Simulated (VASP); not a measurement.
# Ag (P6_3/mmc) in VASP: equation of state, part 2 of 2

VASP 6.6.1. Earlier steps stand in the parts before.

### Step 3. Equation of state, PBE, 17.09 Å³/atom (volume scaled by 0.96)

Contents of INCAR:

```
SYSTEM = Ag
  ALGO = Normal
  EDIFF = 1E-7
  ENCUT = 520
  GGA = PE
  ISIF = 2
  ISMEAR = -1
  LASPH = .True.
  LCHARG = .False.
  LREAL = .False.
  LWAVE = .False.
  NBANDS = 18
  NELM = 100
  PREC = Accurate
  SIGMA = 0.05
```

Contents of KPOINTS:

```
k-points
0
Gamma
  10 10 6
  0 0 0
```

Contents of POSCAR:

```
Ag
1.0
    2.8904005511      0.0000000000      0.0000000000
   -1.4452002756      2.5031603044      0.0000000000
    0.0000000000      0.0000000000      4.7252623344
Ag
2
Direct
    0.6666666667      0.3333333333      0.7500000000
    0.3333333333      0.6666666667      0.2500000000
```

Potentials or basis: VASP PAW PBE potentials, release 64 (Ag).

On the command line:

```sh
$ cat potpaw_PBE.64/Ag/POTCAR > POTCAR
$ mpirun -np 1 vasp_std > vasp.out
```

OUTCAR:

```text
SYSTEM = Ag
   EDIFF = 1E-7
   ENCUT = 520
   GGA = PE
   ISIF = 2
   ISMEAR = -1
   LASPH = .True.
   LREAL = .False.
   NELM = 100
   PREC = Accurate

 ion  position               nearest neighbor table
   1  0.667  0.333  0.750-   2 2.89   2 2.89   2 2.89   2 2.89   2 2.89   2 2.89
   2  0.333  0.667  0.250-   1 2.89   1 2.89   1 2.89   1 2.89   1 2.89   1 2.89

  LATTYP: Found a hexagonal cell.
 ALAT       =     2.8904005511
 C/A-ratio  =     1.6348122867

  Lattice vectors:

[... 1056 lines left out ...]
------------------------ aborting loop because EDIFF is reached ----------------------------------------

  FORCE on cell =-STRESS in cart. coord.  units (eV):
  Direction    XX          YY          ZZ          XY          YZ          ZX
  --------------------------------------------------------------------------------------
  -------------------------------------------------------------------------------------
  Total        1.0557434      1.0557434      0.9144482     -0.0000000      0.0000000      0.0000000
  in kB       49.4762021     49.4762021     42.8545648     -0.0000000      0.0000000      0.0000000
  external PRESSURE =      47.2689896 kB  Pullay stress =       0.0000000 kB

 VOLUME and BASIS-vectors are now :
 -----------------------------------------------------------------------------
  energy-cutoff  :      520.00
  volume of cell :       34.19
      direct lattice vectors                 reciprocal lattice vectors
     2.890400551  0.000000000  0.000000000     0.345972810  0.199747495  0.000000000
    -1.445200276  2.503160304  0.000000000     0.000000000  0.399494990  0.000000000
     0.000000000  0.000000000  4.725262334     0.000000000  0.000000000  0.211628462

 POSITION                                       TOTAL-FORCE (eV/Angst)
 -----------------------------------------------------------------------------------
      1.44520      0.83439      3.54395         0.000000      0.000000      0.000000
     -0.00000      1.66877      1.18132        -0.000000     -0.000000      0.000000
 -----------------------------------------------------------------------------------
    total drift:                               -0.000000      0.000000     -0.000000

  FREE ENERGIE OF THE ION-ELECTRON SYSTEM (eV)
  ---------------------------------------------------
  free  energy   TOTEN  =        -5.3980608080 eV

  energy  without entropy=       -5.3923275182  energy(sigma->0) =       -5.39519416
```

OSZICAR:

```text
N       E                     dE             d eps       ncg     rms          rms(c)
DAV:   1     0.126391593735E+03    0.12639E+03   -0.11903E+04  2016   0.122E+03
DAV:   2    -0.383218376585E+01   -0.13022E+03   -0.12399E+03  2074   0.270E+02
DAV:   3    -0.589008335563E+01   -0.20579E+01   -0.20509E+01  2332   0.382E+01
DAV:   4    -0.589645099816E+01   -0.63676E-02   -0.63667E-02  2258   0.207E+00
DAV:   5    -0.589650252125E+01   -0.51523E-04   -0.51521E-04  2234   0.200E-01    0.738E+00
DAV:   6    -0.541980996754E+01    0.47669E+00   -0.11540E+00  2098   0.116E+01    0.480E+00
DAV:   7    -0.540355436823E+01    0.16256E-01   -0.16014E-02  2192   0.122E+00    0.265E+00
DAV:   8    -0.539803740758E+01    0.55170E-02   -0.11817E-03  2120   0.266E-01    0.120E-01
DAV:   9    -0.539804962881E+01   -0.12221E-04   -0.14172E-05  2348   0.275E-02    0.352E-02
DAV:  10    -0.539806182314E+01   -0.12194E-04   -0.76040E-06  2212   0.258E-02    0.769E-03
DAV:  11    -0.539806088964E+01    0.93350E-06   -0.86981E-08  1760   0.271E-03    0.775E-04
DAV:  12    -0.539806078961E+01    0.10003E-06   -0.15628E-08  1108   0.104E-03    0.222E-04
DAV:  13    -0.539806080798E+01   -0.18370E-07   -0.18532E-09  1060   0.275E-04
   1 F= -.53980608E+01 E0= -.53951942E+01  d E =-.573329E-02
```

Wall time 20 s (1 thread of Intel Xeon Platinum 8488C (Sapphire Rapids), shared host); peak memory 0.16 GiB.

What came out:

```yaml
Free_energy: -5.3981 eV
Pressure: 4.7 GPa
Band_gap_on_the_k_mesh: none (metal or under the smearing width)
```

### Step 4. Equation of state, PBE, 17.45 Å³/atom (volume scaled by 0.98)

Contents of INCAR:

```
  PREC = Accurate
  ENCUT = 520
  EDIFF = 1E-7
  ISMEAR = -1
  SIGMA = 0.05
  LREAL = False
  LASPH = True
  NELM = 80
  ALGO = Normal
  ISIF = 2
  LWAVE = False
  LCHARG = False
  GGA = PE
  NBANDS = 18
```

Contents of KPOINTS:

```
Automatic mesh
0
Gamma
  10 10 6
```

Contents of POSCAR:

```
Ag
1.0
    2.9103349780      0.0000000000      0.0000000000
   -1.4551674890      2.5204240244      0.0000000000
    0.0000000000      0.0000000000      4.7578513803
Ag
2
Direct
    0.6666666667      0.3333333333      0.7500000000
    0.3333333333      0.6666666667      0.2500000000
```

On the command line:

```sh
$ cat potpaw_PBE.64/Ag/POTCAR > POTCAR
$ mpirun -np 1 vasp_std > vasp.out
```

Run time: 20 s. Hardware: 1 thread of Intel Xeon Platinum 8488C (Sapphire Rapids), shared host; peak memory 0.16 GiB.

Results (log left out):

* Free energy: -5.4143 eV
* Pressure: 2.5 GPa
* Band gap on the k mesh: none (metal or under the smearing width)

### Step 5. Equation of state, PBE, 18.16 Å³/atom (volume scaled by 1.02)

Contents of INCAR:

```
PREC     = Accurate       # precision mode
ENCUT    = 520            # plane-wave cutoff, eV
EDIFF    = 1E-7           # SCF threshold, eV
ISMEAR   = -1             # smearing method
SIGMA    = 0.05           # smearing width, eV
LREAL    = F              # projectors in reciprocal space
LASPH    = T              # aspherical terms in the spheres
NELM     = 100            # most SCF steps
ALGO     = Normal         # electronic algorithm
ISIF     = 2              # what is computed and relaxed
LWAVE    = F              # write WAVECAR
LCHARG   = F              # write CHGCAR
GGA      = PE             # functional
NBANDS   = 18             # bands
```

Contents of KPOINTS:

```
regular mesh
0
Gamma
  10 10 6
```

Contents of POSCAR:

```
Ag
1.0
    2.9494045390      0.0000000000      0.0000000000
   -1.4747022695      2.5542592568      0.0000000000
    0.0000000000      0.0000000000      4.8217227788
Ag
2
Direct
    0.6666666667      0.3333333333      0.7500000000
    0.3333333333      0.6666666667      0.2500000000
```

On the command line:

```sh
$ cat potpaw_PBE.64/Ag/POTCAR > POTCAR
$ mpirun -np 1 vasp_std > vasp.out
```

Wall time 16 s (1 thread of Intel Xeon Platinum 8488C (Sapphire Rapids), shared host); peak memory 0.17 GiB.

Results (log left out):

```
Free energy            : -5.4196 eV
Pressure               : -1.3 GPa
Band gap on the k mesh : none (metal or under the smearing width)
```

### Step 6. Equation of state, PBE, 18.52 Å³/atom (volume scaled by 1.04)

Contents of INCAR:

```
PREC = Accurate ; ENCUT = 520
EDIFF = 1E-7 ; ISMEAR = -1
SIGMA = 0.05 ; LREAL = False
LASPH = True ; NELM = 100
ALGO = Normal ; ISIF = 2
LWAVE = False ; LCHARG = False
GGA = PE ; NBANDS = 18
```

KPOINTS is that of step 5.

Contents of POSCAR:

```
Ag
1.0
    2.9685570532      0.0000000000      0.0000000000
   -1.4842785266      2.5708458207      0.0000000000
    0.0000000000      0.0000000000      4.8530335443
Ag
2
Direct
    0.6666666667      0.3333333333      0.7500000000
    0.3333333333      0.6666666667      0.2500000000
```

Potentials or basis: VASP PAW PBE potentials, release 64 (Ag).

On the command line:

```sh
$ cat potpaw_PBE.64/Ag/POTCAR > POTCAR
$ mpirun -np 1 vasp_std > vasp.out
```

Run time: 20 s. Hardware: 1 thread of Intel Xeon Platinum 8488C (Sapphire Rapids), shared host; peak memory 0.16 GiB.

Results (log left out):

```
Free energy            : -5.4109 eV
Pressure               : -2.8 GPa
Band gap on the k mesh : none (metal or under the smearing width)
```

### Step 7. Equation of state, PBE, 18.87 Å³/atom (volume scaled by 1.06)

Contents of INCAR:

```
SYSTEM = Ag
  PREC = Accurate
  ENCUT = 520
  EDIFF = 1E-7
  ISMEAR = -1
  SIGMA = 0.05
  LREAL = .FALSE.
  LASPH = .TRUE.
  NELM = 100
  ALGO = Normal
  ISIF = 2
  LWAVE = .FALSE.
  LCHARG = .FALSE.
  GGA = PE
  NBANDS = 18
```

Contents of KPOINTS:

```
regular mesh
0
G
  10 10 6
  0 0 0
```

Contents of POSCAR:

```
Ag
1.0
    2.9874655697      0.0000000000      0.0000000000
   -1.4937327848      2.5872210763      0.0000000000
    0.0000000000      0.0000000000      4.8839454194
Ag
2
Direct
    0.6666666667      0.3333333333      0.7500000000
    0.3333333333      0.6666666667      0.2500000000
```

On the command line:

```sh
$ cat potpaw_PBE.64/Ag/POTCAR > POTCAR
$ mpirun -np 1 vasp_std > vasp.out
```

Run time: 16 s. Hardware: 1 thread of Intel Xeon Platinum 8488C (Sapphire Rapids), shared host; peak memory 0.17 GiB.

The run converged. Its results:

```yaml
Free_energy: -5.3958 eV
Pressure: -4.1 GPa
Band_gap_on_the_k_mesh: none (metal or under the smearing width)
```

### Step 8. Equation of state, PBE

Potentials or basis: VASP PAW PBE potentials, release 64 (Ag).

No new run: the results of the series are fitted here.

Results:

| Property | Result |
| --- | --- |
| Equilibrium volume | 17.91 Å³/atom |
| Bulk modulus at fixed shape and positions | 90 GPa |
| Pressure derivative of the bulk modulus | 5.7 |

Energy against volume, from the lowest point:
```tsv
volume (Å³/atom)	energy (meV/atom)
16.738	25.04
17.094	11.52
17.450	3.40
17.806	0.00
18.162	0.75
18.518	5.11
18.875	12.63
```

Caveat: the cell was scaled at fixed shape and fractional positions, which overstates the stiffness of a crystal with free parameters, most of all of layers and chains.
